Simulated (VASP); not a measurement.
# Al32H (a cell with a defect) in VASP: further runs, part 2 of 2

VASP 6.6.1. The steps go on from the part before.

### Step 4. Single point, PBE

INCAR

```
SYSTEM = Al32H
  PREC = Accurate
  ENCUT = 520
  EDIFF = 1E-7
  ISMEAR = 0
  SIGMA = 0.05
  LREAL = Auto
  LASPH = .True.
  NELM = 60
  ALGO = Fast
  ISIF = 2
  LWAVE = .False.
  LCHARG = .True.
  GGA = PE
  LELF = .True.
  LVHAR = .True.
  NBANDS = 70
```

KPOINTS

```
regular mesh
0
Gamma
  2 2 2
  0 0 0
```

POSCAR

```
Al32H
1.0
    8.1000000000      0.0000000000      0.0000000000
    0.0000000000      8.1000000000      0.0000000000
    0.0000000000      0.0000000000      8.1000000000
Al H
32 1
Direct
    0.5028123457      0.0025404938      0.0000623457
    0.7474340741      0.2471519753      0.0000643210
    0.7509577778     -0.0009934568      0.2492355556
    0.0006417284     -0.0019711111     -0.0005412346
    0.2495104938      0.2513507407     -0.0005102469
    0.4986225926      0.5004706173     -0.0004969136
    0.7519548148      0.7493256790     -0.0005545679
    0.2500860494      0.0025471605      0.2527169136
    0.4993437037      0.2506183951      0.2492001235
    0.7474267901      0.4999039506      0.2527218519
    0.4993662963     -0.0010049383      0.5008239506
    0.7509723457      0.2505987654      0.5008270370
    0.7473883951      0.0025904938      0.7499802469
   -0.0089851852      0.4903604938      0.0094165432
    0.2595696296      0.7589319753      0.0094119753
    0.0000639506      0.2471419753      0.2527251852
    0.2495740741      0.5004203704      0.2485509877
    0.5028223457      0.7499122222      0.2527208642
    0.0000361728      0.0025840741      0.4973066667
    0.2501154321      0.2471020988      0.4972965432
    0.5028670370      0.4998766667      0.4972959259
    0.7473946914      0.7499419753      0.4973066667
    0.2495451852     -0.0018464198      0.7505217284
    0.5028774074      0.2470911111      0.7499804938
    0.7517953086      0.5004448148      0.7505171605
    0.0007244444      0.7492559259      0.2481951852
    0.0006213580      0.5004948148      0.5017374074
    0.2494819753      0.7493412346      0.5017728395
    0.0007056790      0.2515523457      0.7506509877
    0.2597185185      0.4902151852      0.7407404938
    0.4983864198      0.7492703704      0.7506554321
   -0.0092091358      0.7591590123      0.7406530864
    0.1253198765      0.6246069136      0.8750562963
```

Potentials or basis: VASP PAW PBE potentials, release 64 (Al, H).

Run with:

```sh
$ cat potpaw_PBE.64/Al/POTCAR potpaw_PBE.64/H/POTCAR > POTCAR
$ mpirun -np 1 vasp_std > vasp.out
```

OUTCAR:

```text
SYSTEM = Al32H
   PREC = Accurate
   ENCUT = 520
   EDIFF = 1E-7
   ISMEAR = 0
   LREAL = Auto
   LASPH = .True.
   NELM = 60
   ISIF = 2
   GGA = PE

 ion  position               nearest neighbor table
   1  0.503  0.003  0.000-  15 2.79   2 2.80  24 2.83  13 2.83   9 2.85   3 2.85   5 2.88   7 2.88
                            31 2.88  23 2.88  18 2.89   8 2.89
   2  0.747  0.247  0.000-  14 2.79   1 2.80  24 2.83  13 2.83   9 2.85   3 2.85   6 2.88   4 2.88
                            29 2.88  25 2.88  16 2.89  10 2.89
   3  0.751  0.999  0.249-  22 2.85  19 2.85  18 2.85  16 2.85   2 2.85   1 2.85   4 2.86   7 2.86
                            26 2.86  11 2.88  12 2.88   9 2.88
   4  0.001  0.998  0.999-   7 2.85  26 2.85  23 2.85  32 2.85  15 2.86   3 2.86   5 2.88   2 2.88
                            29 2.88  16 2.88   8 2.88  13 2.88
   5  0.250  0.251  0.999-  29 2.85  14 2.85  17 2.85  30 2.85   6 2.85   9 2.86   8 2.88   1 2.88
                            23 2.88   4 2.88  16 2.88  24 2.88
   6  0.499  0.500  1.000-  31 2.85  15 2.85  17 2.85   5 2.85  30 2.85   9 2.86  10 2.88   2 2.88
                            25 2.88   7 2.88  18 2.88  24 2.88
   7  0.752  0.749  0.999-   4 2.85  26 2.85  25 2.85  32 2.85  14 2.86   3 2.86   6 2.88   1 2.88
                            31 2.88  18 2.88  10 2.88  13 2.88
[... 296 lines left out ...]
      6      -0.9180      2.00000
[... 493 lines left out ...]
     59      11.2458      0.00000
     60      11.2461      0.00000
 [bands above 60 left out]

------------------------ aborting loop because EDIFF is reached ----------------------------------------

  FORCE on cell =-STRESS in cart. coord.  units (eV):
  Direction    XX          YY          ZZ          XY          YZ          ZX
  --------------------------------------------------------------------------------------
  -------------------------------------------------------------------------------------
  Total        2.9969915      2.9950260      2.9951171     -0.0024785      0.0066677     -0.0081612
  in kB        9.0352679      9.0293424      9.0296171     -0.0074722      0.0201018     -0.0246042
  external PRESSURE =       9.0314092 kB  Pullay stress =       0.0000000 kB

 VOLUME and BASIS-vectors are now :
 -----------------------------------------------------------------------------
  energy-cutoff  :      520.00
  volume of cell :      531.44
      direct lattice vectors                 reciprocal lattice vectors
     8.100000000  0.000000000  0.000000000     0.123456790  0.000000000  0.000000000
     0.000000000  8.100000000  0.000000000     0.000000000  0.123456790  0.000000000
     0.000000000  0.000000000  8.100000000     0.000000000  0.000000000  0.123456790

 POSITION                                       TOTAL-FORCE (eV/Angst)
 -----------------------------------------------------------------------------------
      4.07278      0.02058      0.00051         0.007094      0.005452     -0.003311
      6.05422      2.00193      0.00052        -0.005666     -0.007215     -0.003413
      6.08276      8.09195      2.01881         0.004927     -0.004175     -0.006586
      0.00520      8.08403      8.09562         0.016721      0.002984     -0.014073
      2.02103      2.03594      8.09587        -0.009184      0.003580     -0.012075
      4.03884      4.05381      8.09597        -0.003876      0.009279     -0.012807
[... 25 lines left out ...]
      8.02541      6.14919      5.99929        -0.007113      0.007982     -0.004943
      1.01509      5.05932      7.08796        -0.001934      0.002062     -0.003779
 -----------------------------------------------------------------------------------
    total drift:                               -0.005729      0.010148      0.004044

  FREE ENERGIE OF THE ION-ELECTRON SYSTEM (eV)
  ---------------------------------------------------
  free  energy   TOTEN  =      -122.4913309274 eV

  energy  without entropy=     -122.4308922776  energy(sigma->0) =     -122.46111160
```

OSZICAR:

```text
N       E                     dE             d eps       ncg     rms          rms(c)
DAV:   1     0.130944637399E+03    0.13094E+03   -0.33706E+04  1120   0.111E+03
DAV:   2    -0.109667220155E+03   -0.24061E+03   -0.22487E+03  1334   0.145E+02
DAV:   3    -0.123157984685E+03   -0.13491E+02   -0.12846E+02  1386   0.279E+01
[... 11 lines left out ...]
RMM:  15    -0.122491331912E+03    0.18147E-05   -0.97097E-07  1283   0.289E-03    0.860E-03
RMM:  16    -0.122491331438E+03    0.47340E-06   -0.23691E-07   888   0.162E-03    0.359E-03
RMM:  17    -0.122491330856E+03    0.58213E-06   -0.70041E-08   733   0.932E-04    0.163E-03
RMM:  18    -0.122491331022E+03   -0.16540E-06   -0.22909E-08   675   0.542E-04    0.187E-03
RMM:  19    -0.122491330927E+03    0.94172E-07   -0.82712E-09   548   0.333E-04
   1 F= -.12249133E+03 E0= -.12246111E+03  d E =-.604386E-01
```

Wall time 4 min (1 thread of Intel Xeon Platinum 8488C (Sapphire Rapids), shared host); peak memory 0.56 GiB.

Results:

```
Free energy            : -122.4913 eV
Pressure               : 0.9 GPa
Largest force          : 0.022 eV/Å
Band gap on the k mesh : none (metal or under the smearing width)
```

Forces on the atoms (eV/Å):
```
Al   0.007  0.005 -0.003
Al  -0.006 -0.007 -0.003
Al   0.005 -0.004 -0.007
Al   0.017  0.003 -0.014
Al  -0.009  0.004 -0.012
Al  -0.004  0.009 -0.013
Al  -0.004 -0.017 -0.013
Al  -0.002  0.005  0.006
Al  -0.006  0.006 -0.005
Al  -0.005  0.002  0.006
Al  -0.007 -0.003  0.006
Al   0.004  0.007  0.006
Al  -0.005  0.005  0.003
Al  -0.013 -0.005  0.008
Al   0.006  0.013  0.008
Al   0.004 -0.007  0.006
Al  -0.012  0.012 -0.005
Al   0.007 -0.004  0.006
Al   0.004  0.005 -0.005
Al  -0.003 -0.006 -0.005
Al   0.006  0.003 -0.005
Al  -0.005 -0.004 -0.005
Al  -0.014 -0.001  0.016
Al   0.006 -0.006  0.003
Al   0.001  0.014  0.017
Al   0.014 -0.014  0.005
Al   0.017  0.011  0.001
Al  -0.012 -0.017 -0.001
Al   0.014 -0.002  0.011
Al   0.003 -0.002 -0.011
Al   0.003 -0.014  0.011
Al  -0.007  0.008 -0.005
H   -0.002  0.002 -0.004
```

Levels at points of the mesh, in eV from the Fermi level:
| k point | band 45 | band 46 | band 47 | band 48 | band 49 | band 50 | band 51 | band 52 |
| --- | --- | --- | --- | --- | --- | --- | --- | --- |
| (0.00, 0.00, 0.00) | -0.41 | 0.47 | 0.48 | 0.48 | 0.55 | 0.55 | 0.55 | 1.00 |
| (0.50, 0.00, 0.00) | -0.43 | -0.02 | -0.01 | -0.01 | 0.02 | 0.02 | 0.03 | 0.08 |
| (0.00, 0.50, 0.00) | -0.43 | -0.02 | -0.01 | -0.01 | 0.02 | 0.02 | 0.03 | 0.08 |
| (0.00, 0.00, 0.50) | -0.43 | -0.02 | -0.01 | -0.01 | 0.02 | 0.02 | 0.03 | 0.08 |
| (0.50, 0.50, 0.00) | -0.11 | -0.10 | -0.06 | -0.06 | 0.73 | 1.12 | 1.12 | 1.16 |
| (0.00, 0.50, 0.50) | -0.11 | -0.10 | -0.06 | -0.06 | 0.73 | 1.12 | 1.12 | 1.16 |
| (0.50, 0.00, 0.50) | -0.11 | -0.10 | -0.06 | -0.06 | 0.73 | 1.12 | 1.12 | 1.16 |
| (0.50, 0.50, 0.50) | -0.41 | -0.40 | -0.40 | -0.39 | -0.39 | -0.39 | -0.38 | -0.38 |

Caveat: the k mesh is coarse (spacing up to 0.39 Å⁻¹), so the values aren't converged.

### Step 5. Single point, PBE

INCAR

```
ALGO = Fast ; EDIFF = 1E-6
ENCUT = 520 ; GGA = PE
ISIF = 2 ; ISMEAR = 0
LASPH = T ; LCHARG = T
LELF = T ; LREAL = Auto
LVHAR = T ; LWAVE = F
NBANDS = 70 ; NELM = 80
PREC = Accurate ; SIGMA = 0.05
```

KPOINTS

```
k-points
0
Gamma
  2 2 2
```

POSCAR

```
Al32H
1.0
    8.1000000000      0.0000000000      0.0000000000
    0.0000000000      8.1000000000      0.0000000000
    0.0000000000      0.0000000000      8.1000000000
Al H
32 1
Direct
    0.4983570370      0.0023261728      0.0009156790
    0.7472323457      0.2465745679      0.0032017284
    0.7514780247      0.0002118519      0.2486255556
   -0.0018560494     -0.0014856790      0.0019960494
    0.2498103704      0.2498583951     -0.0002158025
    0.4978801235      0.5013667901     -0.0006762963
    0.7501229630      0.7496222222      0.0021312346
    0.2509332099      0.0023280247      0.2482650617
    0.4979540741      0.2496944444      0.2478658025
    0.7441280247      0.5016196296      0.2559359259
    0.4987013580      0.0002120988      0.5014062963
    0.7522287654      0.2496972840      0.5021669136
    0.7518220988      0.0023270370      0.7491148148
   -0.0213124691      0.4939429630      0.0215065432
    0.2528897531      0.7513118519      0.0028667901
   -0.0030622222      0.2465517284      0.2528713580
    0.2493885185      0.5013666667      0.2478193827
    0.4999398765      0.7502314815      0.2498502469
   -0.0007554321      0.0023297531      0.5017641975
    0.2532371605      0.2465480247      0.4971569136
    0.5060500000      0.5016203704      0.4940909877
    0.7502364198      0.7502281481      0.5001774074
    0.2520366667     -0.0014853086      0.7480376543
    0.5029480247      0.2465749383      0.7468280247
    0.7523035802      0.5013666667      0.7507087654
   -0.0019855556      0.7496443210      0.2499814815
    0.0007928395      0.5013667901      0.5022156790
    0.2521623457      0.7496446914      0.5000512346
    0.0003701235      0.2498553086      0.7502476543
    0.2714912346      0.4939390123      0.7285187654
    0.5000566667      0.7496214815      0.7479014815
   -0.0027186420      0.7513208642      0.7471604938
    0.1251276543      0.5661062963      0.8750491358
```

Run with:

```sh
$ cat potpaw_PBE.64/Al/POTCAR potpaw_PBE.64/H/POTCAR > POTCAR
$ mpirun -np 1 vasp_std > vasp.out
```

Wall time 3.3 min (1 thread of Intel Xeon Platinum 8488C (Sapphire Rapids), shared host); peak memory 0.56 GiB.

It converged, with:

| Item | Value |
| --- | --- |
| Free energy | -122.3490 eV |
| Pressure | 1.0 GPa |
| Largest force | 0.492 eV/Å |
| Band gap on the k mesh | none (metal or under the smearing width) |

Forces on the atoms (eV/Å):
```
Al  -0.003  0.024  0.006
Al  -0.005 -0.044  0.002
Al   0.009  0.010 -0.010
Al   0.000 -0.019 -0.001
Al  -0.011 -0.019 -0.012
Al   0.002  0.014  0.002
Al   0.017 -0.041  0.002
Al   0.007  0.024 -0.003
Al  -0.012 -0.030 -0.012
Al   0.009  0.017 -0.009
Al  -0.010  0.009  0.010
Al   0.013 -0.030  0.012
Al   0.002  0.024 -0.007
Al   0.019 -0.052 -0.020
Al   0.016 -0.018  0.016
Al  -0.004 -0.044  0.004
Al   0.002  0.014  0.002
Al   0.004 -0.042  0.005
Al  -0.007  0.024  0.002
Al   0.002 -0.044 -0.005
Al  -0.010  0.017  0.008
Al  -0.003 -0.039 -0.004
Al  -0.001 -0.019  0.001
Al   0.004 -0.044 -0.003
Al  -0.002  0.014 -0.002
Al  -0.003 -0.041 -0.016
Al  -0.002  0.014 -0.002
Al   0.002 -0.041  0.016
Al   0.015 -0.020  0.015
Al  -0.019 -0.051  0.019
Al  -0.017 -0.041 -0.002
Al  -0.016 -0.018 -0.016
H    0.000  0.492  0.000
```

Stress tensor (GPa, compression positive):
```
 0.94  0.00 -0.59
 0.00  1.11  0.00
-0.59  0.00  0.93
```

Levels at points of the mesh, in eV from the Fermi level:
```csv
k point,band 44,band 45,band 46,band 47,band 48,band 49,band 50,band 51,band 52,band 53
"(0.00, 0.00, 0.00)",-0.39,-0.36,0.46,0.47,0.47,0.48,0.55,0.59,1.01,1.29
"(0.50, 0.00, 0.00)",-0.71,-0.29,-0.05,-0.05,-0.02,0.03,0.06,0.06,0.14,1.31
"(0.00, 0.50, 0.00)",-0.70,-0.43,-0.10,-0.03,-0.02,0.04,0.06,0.09,0.11,1.37
"(0.00, 0.00, 0.50)",-0.71,-0.29,-0.05,-0.05,-0.02,0.03,0.06,0.06,0.14,1.31
"(0.50, 0.50, 0.00)",-0.98,-0.10,-0.10,-0.08,-0.04,0.76,1.08,1.08,1.15,1.17
"(0.00, 0.50, 0.50)",-0.98,-0.10,-0.09,-0.08,-0.04,0.75,1.08,1.08,1.15,1.17
"(0.50, 0.00, 0.50)",-0.99,-0.30,-0.08,-0.07,-0.04,0.79,1.10,1.13,1.15,1.19
"(0.50, 0.50, 0.50)",-0.41,-0.41,-0.40,-0.39,-0.38,-0.38,-0.37,-0.37,-0.37,-0.36
```

Caveat: the k mesh is coarse (spacing up to 0.39 Å⁻¹), so the values aren't converged.

### Step 6. Single point, PBE

INCAR

```
SYSTEM = Al32H
ALGO = Fast
EDIFF = 1E-6
ENCUT = 520
GGA = PE
ISIF = 2
ISMEAR = 0
LASPH = .TRUE.
LCHARG = .FALSE.
LREAL = Auto
LWAVE = .FALSE.
NBANDS = 70
NELM = 60
PREC = Accurate
SIGMA = 0.05
```

KPOINTS

```
k-points
0
G
  2 2 2
  0 0 0
```

POSCAR

```
Al32H
1.0
    8.1000000000      0.0000000000      0.0000000000
    0.0000000000      8.1000000000      0.0000000000
    0.0000000000      0.0000000000      8.1000000000
Al H
32 1
Direct
    0.4977228395     -0.0007779012      0.0006518519
    0.7479916049      0.2489646914      0.0030165432
    0.7513782716     -0.0010990123      0.2486667901
   -0.0023513580     -0.0006801235      0.0024020988
    0.2511976543      0.2487058025      0.0012061728
    0.4976876543      0.4991324691     -0.0007904938
    0.7483260494      0.7518596296      0.0029543210
    0.2506376543     -0.0007716049      0.2476846914
    0.4990504938      0.2502176543      0.2490229630
    0.7426435802      0.4988881481      0.2573533333
    0.4986840741     -0.0010992593      0.5013354321
    0.7510098765      0.2502214815      0.5009765432
    0.7523350617     -0.0007780247      0.7493488889
   -0.0257118519      0.4997450617      0.0258222222
    0.2512661728      0.7514874074      0.0012744444
   -0.0029525926      0.2489381481      0.2520465432
    0.2492425926      0.4991323457      0.2476816049
    0.4990627160      0.7510511111      0.2490283951
   -0.0005756790     -0.0007716049      0.5023120988
    0.2530133333      0.2489355556      0.4979513580
    0.5074154321      0.4988882716      0.4926438272
    0.7509971605      0.7510479012      0.5009711111
    0.2524138272     -0.0006800000      0.7475998765
    0.5020676543      0.2489664198      0.7469833333
    0.7523776543      0.4991324691      0.7507912346
   -0.0028982716      0.7518791358      0.2517150617
    0.0008187654      0.4991323457      0.5023232099
    0.2529591358      0.7518812346      0.4982839506
   -0.0011395062      0.2487023457      0.7487914815
    0.2757664198      0.4997443210      0.7241698765
    0.5017329630      0.7518575309      0.7470461728
   -0.0012081481      0.7514919753      0.7487230864
    0.1250751852      0.5005453086      0.8750438272
```

Potentials or basis: VASP PAW PBE potentials, release 64 (Al, H).

Run with:

```sh
$ cat potpaw_PBE.64/Al/POTCAR potpaw_PBE.64/H/POTCAR > POTCAR
$ mpirun -np 1 vasp_std > vasp.out
```

It took 3.2 min on 1 thread of Intel Xeon Platinum 8488C (Sapphire Rapids), shared host; peak memory 0.56 GiB.

Results (log left out):

* Free energy: -122.1597 eV
* Pressure: 1.1 GPa
* Largest force: 0.007 eV/Å
* Band gap on the k mesh: none (metal or under the smearing width)

Forces on the atoms (eV/Å):
```
Al  -0.004 -0.002  0.002
Al  -0.004 -0.001  0.002
Al   0.003 -0.004 -0.003
Al  -0.005  0.000  0.005
Al   0.004 -0.004  0.003
Al  -0.003 -0.002 -0.002
Al  -0.003  0.002  0.001
Al   0.001 -0.002 -0.004
Al  -0.005  0.002 -0.005
Al  -0.002  0.005  0.002
Al  -0.004 -0.004  0.003
Al   0.005  0.002  0.005
Al   0.004 -0.002 -0.001
Al   0.002  0.001 -0.003
Al   0.003  0.002  0.003
Al  -0.002  0.000  0.003
Al  -0.002 -0.002 -0.003
Al  -0.003  0.003 -0.003
Al  -0.001 -0.002  0.004
Al   0.002 -0.001 -0.003
Al   0.002  0.005 -0.002
Al   0.004  0.003  0.004
Al   0.005 -0.001 -0.005
Al   0.004 -0.001 -0.002
Al   0.004 -0.002  0.002
Al  -0.002  0.002  0.002
Al   0.001 -0.002  0.004
Al   0.002  0.002 -0.003
Al  -0.004 -0.004 -0.004
Al  -0.002  0.001  0.002
Al   0.002  0.002 -0.001
Al  -0.003  0.002 -0.003
H    0.000  0.000  0.000
```

Stress tensor (GPa, compression positive):
```
 1.27  0.00 -0.81
 0.00  0.86  0.00
-0.81  0.00  1.27
```

Levels at points of the mesh, in eV from the Fermi level:
```csv
k point,band 44,band 45,band 46,band 47,band 48,band 49,band 50,band 51,band 52,band 53
"(0.00, 0.00, 0.00)",-0.40,-0.33,0.37,0.43,0.46,0.48,0.56,0.62,1.00,1.28
"(0.50, 0.00, 0.00)",-0.69,-0.18,-0.06,-0.06,-0.02,0.02,0.06,0.07,0.20,1.16
"(0.00, 0.50, 0.00)",-0.69,-0.45,-0.11,-0.03,-0.02,0.07,0.08,0.09,0.12,1.35
"(0.00, 0.00, 0.50)",-0.69,-0.18,-0.06,-0.06,-0.02,0.02,0.06,0.07,0.20,1.16
"(0.50, 0.50, 0.00)",-0.94,-0.11,-0.08,-0.07,-0.04,0.74,1.07,1.07,1.15,1.18
"(0.00, 0.50, 0.50)",-0.94,-0.11,-0.08,-0.07,-0.04,0.74,1.07,1.07,1.15,1.18
"(0.50, 0.00, 0.50)",-0.99,-0.45,-0.09,-0.08,-0.04,0.89,1.10,1.14,1.16,1.19
"(0.50, 0.50, 0.50)",-0.42,-0.42,-0.41,-0.40,-0.38,-0.38,-0.37,-0.35,-0.35,-0.32
```

Caveat: the k mesh is coarse (spacing up to 0.39 Å⁻¹), so the values aren't converged.

### Step 7. Overview

| cell | gap on the mesh (eV) | pressure (GPa) | largest force (eV/Å) |
| --- | --- | --- | --- |
| Cm, 16.1 Å³/atom | none | 1.1 | 0.01 |
| P1, 16.1 Å³/atom | none | 0.9 | 1.44 |
| P2, 16.1 Å³/atom | none | 1.0 | 0.49 |

Some of these runs hold the atoms at other places in the same cell, which the table doesn't show; runs alike in all that it shows share one row.

Alike in all rows: task single point; level PBE; potentials or basis VASP PAW PBE potentials, release 64 (Al, H); no spin polarisation; k mesh 2 × 2 × 2; cutoff (eV) 520; smearing gaussian 0.05 eV; the mesh is coarse, so values aren't converged.

Caveats: all runs use coarse meshes.

Absolute energies hang on the potentials; compare differences alone.
